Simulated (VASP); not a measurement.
# GaN (P6_3mc) in VASP: settings compared, part 2 of 3

VASP 6.6.1. Earlier steps stand in the parts before.

### 3 Band structure, PBEsol, spin-orbit coupling, no magnetisation

Contents of INCAR:

```
SYSTEM = GaN
PREC = Accurate ; ENCUT = 520
EDIFF = 1E-6 ; ISMEAR = 0
SIGMA = 0.03 ; LREAL = .FALSE.
LASPH = .TRUE. ; NELM = 80
ALGO = Fast ; ISIF = 2
LWAVE = .FALSE. ; LCHARG = .FALSE.
MAGMOM = 0 0 0 0 0 0 0 0 0 0 0 0 ; LORBIT = 11
LSORBIT = .TRUE. ; GGA_COMPAT = .FALSE.
GGA = PS ; NBANDS = 52
```

Contents of KPOINTS:

```
Automatic mesh
0
G
  9 9 4
  0 0 0
```

Contents of POSCAR:

```
GaN                                     
1.0
    3.1802303021      0.0000000000     -0.0000000000
   -1.5901151510      2.7541602275      0.0000000000
    0.0000000000      0.0000000000      5.1832172871
  Ga              N             
     2     2
Direct
     0.3333333300000021    0.6666666699999979    0.9992402474439652
     0.6666666699999979    0.3333333300000021    0.4992402474439652
     0.3333333300000021    0.6666666699999979    0.3757597525560348
     0.6666666699999979    0.3333333300000021    0.8757597525560348
```

Contents of KPOINTS_OPT:

```
explicit points
96
Reciprocal
 0.0000000000  0.0000000000  0.0000000000 1
 0.0555555556  0.0000000000  0.0000000000 1
 0.1111111111  0.0000000000  0.0000000000 1
 0.1666666667  0.0000000000  0.0000000000 1
 0.2222222222  0.0000000000  0.0000000000 1
 0.2777777778  0.0000000000  0.0000000000 1
 0.3333333333  0.0000000000  0.0000000000 1
 0.3888888889  0.0000000000  0.0000000000 1
 0.4444444444  0.0000000000  0.0000000000 1
 0.5000000000  0.0000000000  0.0000000000 1
 0.5000000000  0.0000000000  0.0000000000 1
 0.4814814815  0.0370370370  0.0000000000 1
 0.4629629630  0.0740740741  0.0000000000 1
 0.4444444444  0.1111111111  0.0000000000 1
 0.4259259259  0.1481481481  0.0000000000 1
 0.4074074074  0.1851851852  0.0000000000 1
 0.3888888889  0.2222222222  0.0000000000 1
 0.3703703703  0.2592592592  0.0000000000 1
 0.3518518518  0.2962962963  0.0000000000 1
 0.3333333333  0.3333333333  0.0000000000 1
 0.3333333333  0.3333333333  0.0000000000 1
 0.2962962963  0.2962962963  0.0000000000 1
 0.2592592592  0.2592592592  0.0000000000 1
 0.2222222222  0.2222222222  0.0000000000 1
 0.1851851852  0.1851851852  0.0000000000 1
 0.1481481481  0.1481481481  0.0000000000 1
 0.1111111111  0.1111111111  0.0000000000 1
 0.0740740741  0.0740740741  0.0000000000 1
 0.0370370370  0.0370370370  0.0000000000 1
 0.0000000000  0.0000000000  0.0000000000 1
 0.0000000000  0.0000000000  0.0000000000 1
 0.0000000000  0.0000000000  0.0555555556 1
 0.0000000000  0.0000000000  0.1111111111 1
 0.0000000000  0.0000000000  0.1666666667 1
 0.0000000000  0.0000000000  0.2222222222 1
 0.0000000000  0.0000000000  0.2777777778 1
 0.0000000000  0.0000000000  0.3333333333 1
 0.0000000000  0.0000000000  0.3888888889 1
 0.0000000000  0.0000000000  0.4444444444 1
 0.0000000000  0.0000000000  0.5000000000 1
 0.0000000000  0.0000000000  0.5000000000 1
 0.0555555556  0.0000000000  0.5000000000 1
 0.1111111111  0.0000000000  0.5000000000 1
 0.1666666667  0.0000000000  0.5000000000 1
 0.2222222222  0.0000000000  0.5000000000 1
 0.2777777778  0.0000000000  0.5000000000 1
 0.3333333333  0.0000000000  0.5000000000 1
 0.3888888889  0.0000000000  0.5000000000 1
 0.4444444444  0.0000000000  0.5000000000 1
 0.5000000000  0.0000000000  0.5000000000 1
 0.5000000000  0.0000000000  0.5000000000 1
 0.4814814815  0.0370370370  0.5000000000 1
 0.4629629630  0.0740740741  0.5000000000 1
 0.4444444444  0.1111111111  0.5000000000 1
 0.4259259259  0.1481481481  0.5000000000 1
 0.4074074074  0.1851851852  0.5000000000 1
 0.3888888889  0.2222222222  0.5000000000 1
 0.3703703703  0.2592592592  0.5000000000 1
 0.3518518518  0.2962962963  0.5000000000 1
 0.3333333333  0.3333333333  0.5000000000 1
 0.3333333333  0.3333333333  0.5000000000 1
 0.2962962963  0.2962962963  0.5000000000 1
 0.2592592592  0.2592592592  0.5000000000 1
 0.2222222222  0.2222222222  0.5000000000 1
 0.1851851852  0.1851851852  0.5000000000 1
 0.1481481481  0.1481481481  0.5000000000 1
 0.1111111111  0.1111111111  0.5000000000 1
 0.0740740741  0.0740740741  0.5000000000 1
 0.0370370370  0.0370370370  0.5000000000 1
 0.0000000000  0.0000000000  0.5000000000 1
 0.5000000000  0.0000000000  0.5000000000 1
 0.5000000000  0.0000000000  0.4444444444 1
 0.5000000000  0.0000000000  0.3888888889 1
 0.5000000000  0.0000000000  0.3333333333 1
 0.5000000000  0.0000000000  0.2777777778 1
 0.5000000000  0.0000000000  0.2222222222 1
 0.5000000000  0.0000000000  0.1666666667 1
 0.5000000000  0.0000000000  0.1111111111 1
 0.5000000000  0.0000000000  0.0555555556 1
 0.5000000000  0.0000000000  0.0000000000 1
 0.3333333333  0.3333333333  0.0000000000 1
 0.3333333333  0.3333333333  0.0555555556 1
 0.3333333333  0.3333333333  0.1111111111 1
 0.3333333333  0.3333333333  0.1666666667 1
 0.3333333333  0.3333333333  0.2222222222 1
 0.3333333333  0.3333333333  0.2777777778 1
 0.3333333333  0.3333333333  0.3333333333 1
 0.3333333333  0.3333333333  0.3888888889 1
 0.3333333333  0.3333333333  0.4444444444 1
 0.3333333333  0.3333333333  0.5000000000 1
 0.0000000000  0.0000000000  0.0000000000 1
 0.0000000000  0.0000000000  0.5000000000 1
 0.3333333333  0.3333333333  0.5000000000 1
 0.3333333333  0.3333333333  0.0000000000 1
 0.5000000000  0.0000000000  0.5000000000 1
 0.5000000000  0.0000000000  0.0000000000 1
```

Potentials or basis: VASP PAW PBE potentials, release 64 (Ga_d, N).

Command:

```console
> cat potpaw_PBE.64/Ga_d/POTCAR potpaw_PBE.64/N/POTCAR > POTCAR
> mpirun -np 1 vasp_ncl > vasp.out
```

OUTCAR:

```text
SYSTEM = GaN
   PREC = Accurate
   ENCUT = 520
   EDIFF = 1E-6
   ISMEAR = 0
   LREAL = .FALSE.
   LASPH = .TRUE.
   NELM = 80
   ISIF = 2
   LORBIT = 11
   LSORBIT = .TRUE.
   GGA = PS

 ion  position               nearest neighbor table
   1  0.333  0.667  0.999-   4 1.94   4 1.94   4 1.94   3 1.95
   2  0.667  0.333  0.499-   3 1.94   3 1.94   3 1.94   4 1.95
   3  0.333  0.667  0.376-   2 1.94   2 1.94   2 1.94   1 1.95
   4  0.667  0.333  0.876-   1 1.94   1 1.94   1 1.94   2 1.95

  LATTYP: Found a hexagonal cell.
 ALAT       =     3.1802303021
 C/A-ratio  =     1.6298245079

  Lattice vectors:

 A1 = (   3.1802303021,   0.0000000000,   0.0000000000)
 A2 = (  -1.5901151510,   2.7541602275,   0.0000000000)
 A3 = (   0.0000000000,   0.0000000000,   5.1832172871)

Analysis of symmetry for initial positions (statically):
=====================================================================
 Subroutine PRICEL returns:
 Original cell was already a primitive cell.

 Routine SETGRP: Setting up the symmetry group for a
 hexagonal supercell.

 Subroutine GETGRP returns: Found 12 space group operations
 (whereof  6 operations were pure point group operations)
 out of a pool of 24 trial point group operations.

The static configuration has the point symmetry C_3v.
 The point group associated with its full space group is C_6v.

Analysis of symmetry for dynamics (positions and initial velocities):
=====================================================================
 Subroutine PRICEL returns:
 Original cell was already a primitive cell.

 Routine SETGRP: Setting up the symmetry group for a
 hexagonal supercell.

 Subroutine GETGRP returns: Found 12 space group operations
 (whereof  6 operations were pure point group operations)
[... 1431 lines left out ...]
     -0.00000      1.83611      5.17928         0.000000     -0.000000     -0.002102
      1.59012      0.91805      2.58767        -0.000000      0.000000     -0.002102
     -0.00000      1.83611      1.94764        -0.000000     -0.000000      0.002102
      1.59012      0.91805      4.53925         0.000000      0.000000      0.002102
 -----------------------------------------------------------------------------------
    total drift:                               -0.000010      0.000006     -0.000820

  FREE ENERGIE OF THE ION-ELECTRON SYSTEM (eV)
  ---------------------------------------------------
  free  energy   TOTEN  =       -26.2792179995 eV

  energy  without entropy=      -26.2792179995  energy(sigma->0) =      -26.27921800

 Spin-Orbit-Coupling matrix elements

 Ion:    1  E_soc:     -0.0108865
 l=   1
     0.0000000    -0.0009844    -0.0009908
    -0.0009844     0.0000000    -0.0009844
    -0.0009908    -0.0009844     0.0000000
 l=   2
     0.0000000    -0.0001640     0.0000000    -0.0001640    -0.0006676
    -0.0001640     0.0000000    -0.0004995    -0.0001612    -0.0001640
     0.0000000    -0.0004995     0.0000000    -0.0004995     0.0000000
    -0.0001640    -0.0001612    -0.0004995     0.0000000    -0.0001640
    -0.0006676    -0.0001640     0.0000000    -0.0001640     0.0000000
 l=   3
     0.0000000     0.0000000     0.0000000     0.0000000     0.0000000     0.0000000     0.0000000
     0.0000000     0.0000000     0.0000000     0.0000000     0.0000000     0.0000000     0.0000000
     0.0000000     0.0000000     0.0000000     0.0000000     0.0000000     0.0000000     0.0000000
     0.0000000     0.0000000     0.0000000     0.0000000     0.0000000     0.0000000     0.0000000
[... 49 lines left out ...]
 l=   2
     0.0000000     0.0000000     0.0000000     0.0000000     0.0000000
     0.0000000     0.0000000     0.0000000     0.0000000     0.0000000
     0.0000000     0.0000000     0.0000000     0.0000000     0.0000000
     0.0000000     0.0000000     0.0000000     0.0000000     0.0000000
     0.0000000     0.0000000     0.0000000     0.0000000     0.0000000
 l=   3
     0.0000000     0.0000000     0.0000000     0.0000000     0.0000000     0.0000000     0.0000000
     0.0000000     0.0000000     0.0000000     0.0000000     0.0000000     0.0000000     0.0000000
     0.0000000     0.0000000     0.0000000     0.0000000     0.0000000     0.0000000     0.0000000
     0.0000000     0.0000000     0.0000000     0.0000000     0.0000000     0.0000000     0.0000000
     0.0000000     0.0000000     0.0000000     0.0000000     0.0000000     0.0000000     0.0000000
     0.0000000     0.0000000     0.0000000     0.0000000     0.0000000     0.0000000     0.0000000
     0.0000000     0.0000000     0.0000000     0.0000000     0.0000000     0.0000000     0.0000000

 total charge

# of ion       s       p       d       tot
------------------------------------------
    1        0.790   0.911  10.184  11.885
    2        0.790   0.911  10.184  11.885
    3        1.217   2.512   0.000   3.729
    4        1.217   2.512   0.000   3.729
--------------------------------------------------
tot          4.014   6.846  20.369  31.229

 magnetization (x)

# of ion       s       p       d       tot
------------------------------------------
    1        0.000   0.000   0.000   0.000
    2        0.000   0.000  -0.000  -0.000
    3        0.000   0.000   0.000   0.000
    4        0.000   0.000   0.000   0.000
--------------------------------------------------
tot          0.000   0.000   0.000   0.000

 magnetization (y)

# of ion       s       p       d       tot
------------------------------------------
    1       -0.000   0.000   0.000  -0.000
    2        0.000   0.000   0.000   0.000
    3        0.000   0.000   0.000   0.000
    4        0.000   0.000   0.000   0.000
--------------------------------------------------
tot          0.000   0.000   0.000   0.000

 magnetization (z)

# of ion       s       p       d       tot
------------------------------------------
    1       -0.000   0.000   0.000  -0.000
    2       -0.000  -0.000   0.000  -0.000
    3        0.000  -0.000   0.000  -0.000
    4        0.000  -0.000   0.000  -0.000
--------------------------------------------------
tot         -0.000  -0.000   0.000  -0.000
```

Wall time 3.4 min (1 thread of Intel Xeon 6975P-C (Granite Rapids), shared host); peak memory 0.44 GiB.

What came out:

| Quantity | Value |
| --- | --- |
| Free energy | -26.2792 eV |
| Pressure | 0.0 GPa |
| Valence electrons inside the program's atomic spheres | Ga 11.88; N 3.73 |

Forces on the atoms (eV/Å):
```
Ga   0.000  0.000 -0.002
Ga   0.000  0.000 -0.002
N    0.000  0.000  0.002
N    0.000  0.000  0.002
```

Caveat: the PAW data sets were made with another functional, which shifts forces and pressure a little.

### 4 Band structure, r2SCAN

Contents of INCAR:

```
SYSTEM = GaN
PREC = Accurate ; ENCUT = 520
EDIFF = 1E-6 ; ISMEAR = 0
SIGMA = 0.03 ; LREAL = .FALSE.
LASPH = .TRUE. ; NELM = 80
ALGO = Normal ; ISIF = 2
LWAVE = .FALSE. ; LCHARG = .FALSE.
METAGGA = R2SCAN ; LMIXTAU = .TRUE.
NBANDS = 26
```

Contents of KPOINTS:

```
Automatic mesh
0
G
  12 12 5
  0 0 0
```

POSCAR is that of step 3.

KPOINTS_OPT is that of step 3.

Potentials or basis: VASP PAW PBE potentials, release 64 (Ga_d, N).

Command:

```console
> cat potpaw_PBE.64/Ga_d/POTCAR potpaw_PBE.64/N/POTCAR > POTCAR
> mpirun -np 1 vasp_std > vasp.out
```

OUTCAR:

```text
SYSTEM = GaN
   PREC = Accurate
   ENCUT = 520
   EDIFF = 1E-6
   ISMEAR = 0
   LREAL = .FALSE.
   LASPH = .TRUE.
   NELM = 80
   ISIF = 2
   METAGGA = R2SCAN

 ion  position               nearest neighbor table
   1  0.333  0.667  0.999-   4 1.94   4 1.94   4 1.94   3 1.95
   2  0.667  0.333  0.499-   3 1.94   3 1.94   3 1.94   4 1.95
   3  0.333  0.667  0.376-   2 1.94   2 1.94   2 1.94   1 1.95
   4  0.667  0.333  0.876-   1 1.94   1 1.94   1 1.94   2 1.95

  LATTYP: Found a hexagonal cell.
 ALAT       =     3.1802303021
 C/A-ratio  =     1.6298245079

  Lattice vectors:
[... 889 lines left out ...]

 [... further k-points ...]
[... 5 lines left out ...]
  --------------------------------------------------------------------------------------
  -------------------------------------------------------------------------------------
  Total        0.4514236      0.4514236      0.3629429      0.0000000      0.0000000      0.0000000
  in kB       15.9311691     15.9311690     12.8086026      0.0000000      0.0000000      0.0000000
  external PRESSURE =      14.8903136 kB  Pullay stress =       0.0000000 kB

 VOLUME and BASIS-vectors are now :
 -----------------------------------------------------------------------------
  energy-cutoff  :      520.00
  volume of cell :       45.40
      direct lattice vectors                 reciprocal lattice vectors
     3.180230302  0.000000000  0.000000000     0.314442636  0.181543541  0.000000000
    -1.590115151  2.754160227  0.000000000     0.000000000  0.363087082  0.000000000
     0.000000000  0.000000000  5.183217287     0.000000000  0.000000000  0.192930364

 POSITION                                       TOTAL-FORCE (eV/Angst)
 -----------------------------------------------------------------------------------
     -0.00000      1.83611      5.17928         0.000000     -0.000000     -0.001352
      1.59012      0.91805      2.58767        -0.000000      0.000000     -0.001352
     -0.00000      1.83611      1.94764         0.000000      0.000000      0.001352
      1.59012      0.91805      4.53925         0.000000     -0.000000      0.001352
 -----------------------------------------------------------------------------------
    total drift:                               -0.000008      0.000010      0.037964

  FREE ENERGIE OF THE ION-ELECTRON SYSTEM (eV)
  ---------------------------------------------------
  free  energy   TOTEN  =       -43.8200583414 eV

  energy  without entropy=      -43.8200583414  energy(sigma->0) =      -43.82005834
```

stdout:

```text
POSCAR found type information on POSCAR GaN
 POSCAR found :  2 types and       4 ions
 scaLAPACK will be used
 -----------------------------------------------------------------------------
|                                                                             |
|                                                                             |
|     You enforced a specific xc type in the INCAR file but a different       |
|     I HOPE YOU KNOW WHAT YOU ARE DOING!                                     |
|                                                                             |
 -----------------------------------------------------------------------------

 LDA part: xc-table for (None), standard interpolation
 POSCAR, INCAR and KPOINTS ok, starting setup
 FFT: planning ... GRIDC
 FFT: planning ... GRID_SOFT
 FFT: planning ... GRID
 WAVECAR not read
 entering main loop
 Start KPOINTS_OPT (optional k-point list driver)
k-point batch [1-57\96]
k-point batch [58-96\96]
```

Wall time 2.8 min (1 thread of Intel Xeon 6975P-C (Granite Rapids), shared host); peak memory 0.24 GiB.

Results:

- Free energy: -43.8201 eV
- Pressure: 1.5 GPa
- Band gap on the k mesh: 2.35 eV, direct
- Band gap along the path: 2.35 eV, direct

Stress tensor (GPa, compression positive):
```
1.59 0.00 0.00
0.00 1.59 0.00
0.00 0.00 1.28
```

Levels at the corners of the path, in eV from the valence-band top:
```
point  band 14  band 15  band 16  band 17  band 18  band 19  band 20  band 21  band 22  band 23
    Γ    -1.07    -1.07    -0.04     0.00     0.00     2.35     4.83     9.96    10.61    10.61
    M    -5.40    -4.31    -2.84    -2.25    -1.03     5.59     6.13     6.54     9.36    11.07
    M    -5.40    -4.31    -2.84    -2.25    -1.03     5.59     6.13     6.54     9.36    11.07
    K    -5.44    -5.43    -3.06    -3.06    -2.81     5.59     8.54     8.54     9.08    10.60
    K    -5.44    -5.43    -3.06    -3.06    -2.81     5.59     8.54     8.54     9.08    10.60
    Γ    -1.07    -1.07    -0.04     0.00     0.00     2.35     4.83     9.96    10.61    10.61
    Γ    -1.07    -1.07    -0.04     0.00     0.00     2.35     4.83     9.96    10.61    10.61
    A    -3.94    -0.55    -0.55    -0.55    -0.55     4.78     4.78     9.19     9.19    11.13
    A    -3.94    -0.55    -0.55    -0.55    -0.55     4.78     4.78     9.19     9.19    11.13
    L    -6.73    -2.01    -2.01    -1.96    -1.96     4.89     4.89     8.43     8.43    10.77
    L    -6.73    -2.01    -2.01    -1.96    -1.96     4.89     4.89     8.43     8.43    10.77
    H    -6.27    -4.31    -4.31    -1.54    -1.54     7.02     7.02     7.88     7.88     9.86
    H    -6.27    -4.31    -4.31    -1.54    -1.54     7.02     7.02     7.88     7.88     9.86
    A    -3.94    -0.55    -0.55    -0.55    -0.55     4.78     4.78     9.19     9.19    11.13
    L    -6.73    -2.01    -2.01    -1.96    -1.96     4.89     4.89     8.43     8.43    10.77
    M    -5.40    -4.31    -2.84    -2.25    -1.03     5.59     6.13     6.54     9.36    11.07
    K    -5.44    -5.43    -3.06    -3.06    -2.81     5.59     8.54     8.54     9.08    10.60
    H    -6.27    -4.31    -4.31    -1.54    -1.54     7.02     7.02     7.88     7.88     9.86
```

Caveat: the PAW data sets were made with another functional, which shifts forces and pressure a little.

### 5 Band structure, TB-mBJ

POSCAR is that of step 4.

Contents of INCAR.step1:

```
SYSTEM = GaN
PREC = Accurate ; ENCUT = 520
EDIFF = 1E-5 ; ISMEAR = 0
SIGMA = 0.03 ; LREAL = .FALSE.
LASPH = .TRUE. ; NELM = 80
ALGO = Normal ; ISIF = 2
LWAVE = .TRUE. ; LCHARG = .FALSE.
NBANDS = 26 ; GGA = PE
```

Contents of INCAR.step2:

```
SYSTEM = GaN
PREC = Accurate ; ENCUT = 520
EDIFF = 1E-6 ; ISMEAR = 0
SIGMA = 0.03 ; LREAL = .FALSE.
LASPH = .TRUE. ; NELM = 80
ALGO = Normal ; ISIF = 2
LWAVE = .FALSE. ; LCHARG = .FALSE.
METAGGA = MBJ ; NBANDS = 26
ISTART = 1
```

KPOINTS is that of step 4.

KPOINTS_OPT is that of step 4.

Command:

```console
> cat potpaw_PBE.64/Ga_d/POTCAR potpaw_PBE.64/N/POTCAR > POTCAR
> cp INCAR.step1 INCAR
> mpirun -np 1 vasp_std > vasp.out
> cp INCAR.step2 INCAR
> mpirun -np 1 vasp_std > vasp.out
```

Run time: 2.6 min. Hardware: 1 thread of Intel Xeon 6975P-C (Granite Rapids), shared host; peak memory 0.23 GiB.

It converged, with:

| Quantity | Value |
| --- | --- |
| Band gap on the k mesh | 3.13 eV, direct |
| Band gap along the path | 3.13 eV, direct |

Levels at the corners of the path, in eV from the valence-band top:
```
point  band 14  band 15  band 16  band 17  band 18  band 19  band 20  band 21  band 22  band 23
    Γ    -0.96    -0.96    -0.03     0.00     0.00     3.13     5.72    10.66    11.39    11.39
    M    -4.85    -3.87    -2.57    -1.97    -0.94     6.52     6.86     7.32    10.12    11.68
    M    -4.85    -3.87    -2.57    -1.97    -0.94     6.52     6.86     7.32    10.12    11.68
    K    -4.85    -4.85    -2.74    -2.74    -2.51     6.52     9.25     9.25     9.77    11.15
    K    -4.85    -4.85    -2.74    -2.74    -2.51     6.52     9.25     9.25     9.77    11.15
    Γ    -0.96    -0.96    -0.03     0.00     0.00     3.13     5.72    10.66    11.39    11.39
    Γ    -0.96    -0.96    -0.03     0.00     0.00     3.13     5.72    10.66    11.39    11.39
    A    -3.52    -0.49    -0.49    -0.49    -0.49     5.50     5.50     9.89     9.89    11.79
    A    -3.52    -0.49    -0.49    -0.49    -0.49     5.50     5.50     9.89     9.89    11.79
    L    -6.04    -1.81    -1.81    -1.77    -1.77     5.77     5.77     9.21     9.21    11.45
    L    -6.04    -1.81    -1.81    -1.77    -1.77     5.77     5.77     9.21     9.21    11.45
    H    -5.61    -3.83    -3.83    -1.40    -1.40     7.79     7.79     8.61     8.61    10.57
    H    -5.61    -3.83    -3.83    -1.40    -1.40     7.79     7.79     8.61     8.61    10.57
    A    -3.52    -0.49    -0.49    -0.49    -0.49     5.50     5.50     9.89     9.89    11.79
    L    -6.04    -1.81    -1.81    -1.77    -1.77     5.77     5.77     9.21     9.21    11.45
    M    -4.85    -3.87    -2.57    -1.97    -0.94     6.52     6.86     7.32    10.12    11.68
    K    -4.85    -4.85    -2.74    -2.74    -2.51     6.52     9.25     9.25     9.77    11.15
    H    -5.61    -3.83    -3.83    -1.40    -1.40     7.79     7.79     8.61     8.61    10.57
```

Caveat: the PAW data sets were made with another functional, which shifts forces and pressure a little.

[end of part 2 of 3]
